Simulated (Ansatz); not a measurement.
# Cu (Fm-3m) in Ansatz: notebook

Runs on Cu. Level: PBE. Tasks: single point, equation of state.

Everything below comes from runs of Ansatz 0.2.0. Logs are shortened: lines on timing, memory, paths and dates and some standing lists are left out, and cuts for length are marked.

## (1) Starting point

Symmetry: Fm-3m, No. 225, cubic system. Conventional cell: a = 3.615 Å, b = 3.615 Å, c = 3.615 Å, α = 90.00°, β = 90.00°, γ = 90.00°. Cu (site symmetry m-3m) is surrounded by 12 Cu at 2.56 Å.

## (2) Single point, PBE, 11.10 Å³/atom (volume scaled by 0.94)

input.yaml reads:

```yaml
crystal:
  lattice:
    - [0.0, 1.7706018915, 1.7706018915]
    - [1.7706018915, 0.0, 1.7706018915]
    - [1.7706018915, 1.7706018915, 0.0]
  atoms:
    - { symbol: Cu, position: [0.0, 0.0, 0.0] }
hamiltonian:
  xc: pbe
  pseudopotentials: { kind: paw }
kpoints:
  mp_grid: { grid: [13, 13, 13] }
scf:
  occupations: { method: fermi_dirac, width: 0.05 }
output:
  forces: true
  stress: true
  eigenvalues: true
```

Potentials or basis: Ansatz PAW.

Launch:

```bash
> ansatz run input.yaml --threads 2 --pin off --max-ram 5632MiB --backend cpu --events-out ev --progress --plain --runs-dir out
```

Log:

```text
Warning: RAYON_NUM_THREADS=2 ignored (pool sized by the plan → 2); use --threads N
Engine: ansatz 0.2.0, aarch64-unknown-linux-gnu
Pseudopotentials: kind: paw
Pseudopotential: Cu, paw, valence charge 19, recommended cutoff 420 eV (normal), Cu.paw.azcp
Functional definition: PBE
  parameter kappa = 0.804
  parameter beta = 0.06672455060314922
  exchange = pbe_x(kappa = kappa, mu = beta*pi^2/3)
  correlation = pbe_c(beta = beta)
Crystal: 1 atoms, lattice volume = 11.102 Å³
Basis set: ecut = 420 eV, 229 PW (Γ), exchange–correlation on 36×36×36 points (8 copies of the dense FFT grid, shifted against one another)
Bands: 14, of which v1, the nominal top of the filled ones, is band 10 counted from 1 (9 counted from 0)
Symmetry: 48 space group operations
Space group: Fm-3m (ITA 225), of the structure as read, at distance tolerance 2.2e-5 Å
k-points: 84 of 2197
Non-local potential: Cu, projectors of the file, l = 0: 3, l = 1: 2, l = 2: 3, l = 3: 1
PAW form: soft (Blöchl's): semilocal exchange-correlation on the pseudo side does not see the compensation charge
PAW one-centre angular grid: Cu, 590 points (default); XC on 64 Gauss nodes
Initial density: superposition of atomic densities (neutral atoms: chi_scale 0, normalization atom), corrected by the library's trained network
Initial wavefunctions: pseudopotential atomic-orbital guess
Functional: x = pbe(κ = 0.804, μ = 0.2195149727645171), c = pbe(β = 0.06672455060314922)
SCF iter   1: F=—  HF=-6625.145797 eV  |F-HF|=—  |Δ(HF+E_count)|=         —  Δρ=1.13e-3  dr2=6.72e-5  ethr=1.77e-3  ⟨swp⟩=5.5  Hψ=5945  notcnv=0
preconditioner: auto → none  [insulator: Δε(μ)=0.195 eV  Ē_g=17.769 eV  σ=0.050 eV  W_gap=0.56  n_scr=0 (ndim 8)  ℏωp=37.0 eV  f_vac=0.000  D(μ)=0.33/eV (n_scr^D=0)  ε∞_Penn≈5.3]
SCF iter   2: F=—  HF=-6625.145906 eV  |F-HF|=—  |Δ(HF+E_count)|=   1.09e-4  Δρ=4.27e-4  dr2=5.08e-6  ethr=3.54e-7  ⟨swp⟩=2.6  Hψ=2707  notcnv=0
SCF iter   3: F=—  HF=-6625.145918 eV  |F-HF|=—  |Δ(HF+E_count)|=   1.25e-5  Δρ=1.68e-4  dr2=1.12e-6  ethr=2.67e-8  ⟨swp⟩=2.5  Hψ=1622  notcnv=0
iter 4 did not close the SCF: its close was put off for the readings that it lacked (scf_convergence_deferred on its scf_iter line)
SCF iter   4: F=-6625.145920 eV  HF=-6625.145920 eV  |F-HF|=7.75e-10  |Δ(HF+E_count)|=   1.76e-6  Δρ=1.09e-5  dr2=3.15e-9  ethr=5.91e-9  ⟨swp⟩=2.0  Hψ=1590  notcnv=0
iter 5 did not close the SCF: its close was put off for the readings that it lacked (scf_convergence_deferred on its scf_iter line)
SCF iter   5: F=-6625.145920 eV  HF=-6625.145920 eV  |F-HF|=4.53e-10  |Δ(HF+E_count)|=   5.39e-9  Δρ=2.91e-6  dr2=1.99e-10  ethr=1.66e-11  ⟨swp⟩=2.0  Hψ=1884  notcnv=0
SCF iter   6: F=-6625.145920 eV  HF=-6625.145920 eV  |F-HF|=0.00e0  |Δ(HF+E_count)|=  5.09e-10  Δρ=7.96e-8  dr2=2.14e-13  ethr=1.05e-12  ⟨swp⟩=1.6  Hψ=3778  notcnv=0
SCF 1 converged in 6 iterations: F = -6625.145920 eV  dr2 = 2.14e-13
SCF converged after 6 iterations
Free energy (F): -6625.145920 eV
Harris-Foulkes:  -6625.145920 eV  (|F-HF|=0.00e0)
Internal energy: -6625.143192 eV  (E = F + TS)
E sigma→0 (E₀):  -6625.144556 eV
Entropy (-TS):   -0.002728 eV (-2.728 meV/atom)
Fermi energy:    18.338650 eV
--- Per-component energies (eV) ---
  E_band       = -336.592662
  E_kinetic    = 300.804290
  E_local      = -3935.452856  (includes V_loc(G=0)·N_el)
  E_nonlocal   = 389.006405
  E_hartree    = 1737.771987
  E_xc         = -90.173330
  E_vxc        = -116.413187  (∫ρ·V_xc dr)
  E_paw        = -1661.950405  (= ΣΔE_a)
  E_vpaw       = -450.081531  (= ΣTr[D̂ρ^β])
  E_aug_tail   = 0.000208  (compensation charges beyond the density's cutoff)
  E_ewald      = -3365.149492
  E_smearing   = -0.002728  (= −TS)
  E_closure    = 0.000000  (closes the sum)
  Σ components = -6625.145920   (vs F -6625.145920, Δ=0.00e0)
--- Forces (eV/Å), atoms counted from 1 ---
  atom   1  Cu    -0.00000000     0.00000000     0.00000000
  max |Σ_I F_I| component: 7.81e-32 eV/Å
--- Stress (GPa, compression-positive) ---
       12.488454       0.000000       0.000000
        0.000000      12.488454       0.000000
       -0.000000       0.000000      12.488454
  P = ⅓ Tr σ = 12.4885 GPa (124.885 kbar)
--- Band table (eV; the first three rows and the last of 84) ---
  k-point 0: bands = ["-94.5931", "-51.8880", "-51.8880", "-51.8880", "8.2480", "14.9417", "14.9417", "14.9417", "15.8590", "15.8590", "41.2500", "44.2289", "44.2289", "44.2289"]
  k-point 1: bands = ["-94.5919", "-51.8958", "-51.8891", "-51.8891", "8.4735", "14.8909", "14.9859", "14.9859", "15.8418", "15.8418", "39.9221", "42.3603", "43.6104", "43.6104"]
  k-point 2: bands = ["-94.5890", "-51.9176", "-51.8923", "-51.8923", "9.1332", "14.7663", "15.0815", "15.0815", "15.8253", "15.8253", "36.0639", "41.8379", "42.6801", "42.6801"]
  k-point 83: bands = ["-94.5687", "-51.9846", "-51.9734", "-51.9389", "13.6944", "14.2234", "14.4872", "15.8242", "16.6169", "23.2156", "25.2377", "27.2933", "27.9610", "46.1553"]
```

It took 0.69 s on 2 threads of Arm Neoverse V1, shared host; peak memory 0.26 GiB.

Results:

```
Free energy            : -6625.1459 eV
Pressure               : 12.5 GPa
Band gap on the k mesh : none (metal or under the smearing width)
```

## (3) Single point, PBE, 11.34 Å³/atom (volume scaled by 0.96)

Edit input.yaml of step 2 so:

```diff
@@ -2,5 +2,5 @@
   lattice:
-    - [0.0, 1.7706018915, 1.7706018915]
-    - [1.7706018915, 0.0, 1.7706018915]
-    - [1.7706018915, 1.7706018915, 0.0]
+    - [0.0, 1.7830713297, 1.7830713297]
+    - [1.7830713297, 0.0, 1.7830713297]
+    - [1.7830713297, 1.7830713297, 0.0]
   atoms:
```

Potentials or basis: Ansatz PAW.

Launch:

```bash
> ansatz run input.yaml --threads 2 --pin off --max-ram 5632MiB --backend cpu --events-out ev --progress --plain --runs-dir out
```

Wall time 0.66 s (2 threads of Arm Neoverse V1, shared host); peak memory 0.26 GiB.

It converged, with:

| Property | Result |
| --- | --- |
| Free energy | -6625.1613 eV |
| Pressure | 8.4 GPa |
| Band gap on the k mesh | none (metal or under the smearing width) |

## (4) Single point, PBE, 11.57 Å³/atom (volume scaled by 0.98)

Edit input.yaml of step 3 so:

```diff
@@ -2,5 +2,5 @@
   lattice:
-    - [0.0, 1.7830713297, 1.7830713297]
-    - [1.7830713297, 0.0, 1.7830713297]
-    - [1.7830713297, 1.7830713297, 0.0]
+    - [0.0, 1.795368762, 1.795368762]
+    - [1.795368762, 0.0, 1.795368762]
+    - [1.795368762, 1.795368762, 0.0]
   atoms:
```

Launch:

```bash
> ansatz run input.yaml --threads 2 --pin off --max-ram 5632MiB --backend cpu --events-out ev --progress --plain --runs-dir out
```

Wall time 0.71 s (2 threads of Arm Neoverse V1, shared host); peak memory 0.26 GiB.

It converged, with:

```
Free energy            : -6625.1711 eV
Pressure               : 4.9 GPa
Band gap on the k mesh : none (metal or under the smearing width)
```

## (5) Single point, PBE, 11.81 Å³/atom

Edit input.yaml of step 4 so:

```diff
@@ -2,5 +2,5 @@
   lattice:
-    - [0.0, 1.795368762, 1.795368762]
-    - [1.795368762, 0.0, 1.795368762]
-    - [1.795368762, 1.795368762, 0.0]
+    - [0.0, 1.8075, 1.8075]
+    - [1.8075, 0.0, 1.8075]
+    - [1.8075, 1.8075, 0.0]
   atoms:
```

Launch:

```bash
> ansatz run input.yaml --threads 2 --pin off --max-ram 5632MiB --backend cpu --events-out ev --progress --plain --runs-dir out
```

It took 0.7 s on 2 threads of Arm Neoverse V1, shared host; peak memory 0.26 GiB.

The run converged. Its results:

```yaml
Free_energy: -6625.1758 eV
Pressure: 1.7 GPa
Band_gap_on_the_k_mesh: none (metal or under the smearing width)
```

## (6) Single point, PBE, 12.05 Å³/atom (volume scaled by 1.02)

Edit input.yaml of step 5 so:

```diff
@@ -2,5 +2,5 @@
   lattice:
-    - [0.0, 1.8075, 1.8075]
-    - [1.8075, 0.0, 1.8075]
-    - [1.8075, 1.8075, 0.0]
+    - [0.0, 1.8194705475, 1.8194705475]
+    - [1.8194705475, 0.0, 1.8194705475]
+    - [1.8194705475, 1.8194705475, 0.0]
   atoms:
```

Potentials or basis: Ansatz PAW.

Launch:

```bash
> ansatz run input.yaml --threads 2 --pin off --max-ram 5632MiB --backend cpu --events-out ev --progress --plain --runs-dir out
```

It took 0.69 s on 2 threads of Arm Neoverse V1, shared host; peak memory 0.26 GiB.

The run converged. Its results:

```
Free energy            : -6625.1761 eV
Pressure               : -1.2 GPa
Band gap on the k mesh : none (metal or under the smearing width)
```

## (7) Single point, PBE, 12.28 Å³/atom (volume scaled by 1.04)

Edit input.yaml of step 6 so:

```diff
@@ -2,5 +2,5 @@
   lattice:
-    - [0.0, 1.8194705475, 1.8194705475]
-    - [1.8194705475, 0.0, 1.8194705475]
-    - [1.8194705475, 1.8194705475, 0.0]
+    - [0.0, 1.8312856224, 1.8312856224]
+    - [1.8312856224, 0.0, 1.8312856224]
+    - [1.8312856224, 1.8312856224, 0.0]
   atoms:
```

Launch:

```bash
> ansatz run input.yaml --threads 2 --pin off --max-ram 5632MiB --backend cpu --events-out ev --progress --plain --runs-dir out
```

Wall time 0.7 s (2 threads of Arm Neoverse V1, shared host); peak memory 0.26 GiB.

It converged, with:

* Free energy: -6625.1725 eV
* Pressure: -3.7 GPa
* Band gap on the k mesh: none (metal or under the smearing width)

## (8) Single point, PBE, 12.52 Å³/atom (volume scaled by 1.06)

Edit input.yaml of step 7 so:

```diff
@@ -2,5 +2,5 @@
   lattice:
-    - [0.0, 1.8312856224, 1.8312856224]
-    - [1.8312856224, 0.0, 1.8312856224]
-    - [1.8312856224, 1.8312856224, 0.0]
+    - [0.0, 1.8429501765, 1.8429501765]
+    - [1.8429501765, 0.0, 1.8429501765]
+    - [1.8429501765, 1.8429501765, 0.0]
   atoms:
```

Launch:

```bash
> ansatz run input.yaml --threads 2 --pin off --max-ram 5632MiB --backend cpu --events-out ev --progress --plain --runs-dir out
```

Run time: 0.69 s. Hardware: 2 threads of Arm Neoverse V1, shared host; peak memory 0.26 GiB.

Results (log left out):

| Item | Value |
| --- | --- |
| Free energy | -6625.1654 eV |
| Pressure | -5.9 GPa |
| Band gap on the k mesh | none (metal or under the smearing width) |

## (9) Equation of state, PBE

Potentials or basis: Ansatz PAW.

No new run: the results of the series are fitted here.

Results:

| Item | Value |
| --- | --- |
| Equilibrium volume | 11.95 Å³/atom |
| Bulk modulus | 142 GPa |
| Pressure derivative of the bulk modulus | 5.0 |

Energy against volume, from the lowest point:
| volume (Å³/atom) | energy (meV/atom) |
| --- | --- |
| 11.102 | 30.22 |
| 11.338 | 14.85 |
| 11.574 | 5.09 |
| 11.810 | 0.33 |
| 12.047 | 0.00 |
| 12.283 | 3.60 |
| 12.519 | 10.69 |

PBE usually gives volumes a little too large and moduli too small. Zero-point motion and thermal expansion aren't in these numbers.

## (10) For comparison

An earlier run on the cell as given: functional PBEsol; potentials or basis Ansatz PAW; cutoff 420 eV (not typed: the program's choice for these potentials); k mesh 13 × 13 × 13; occupations fermi-dirac, width 0.05 eV; no spin polarisation.

- Pressure: -6.6 GPa
- Band gap on the k mesh: none (metal or under the smearing width)
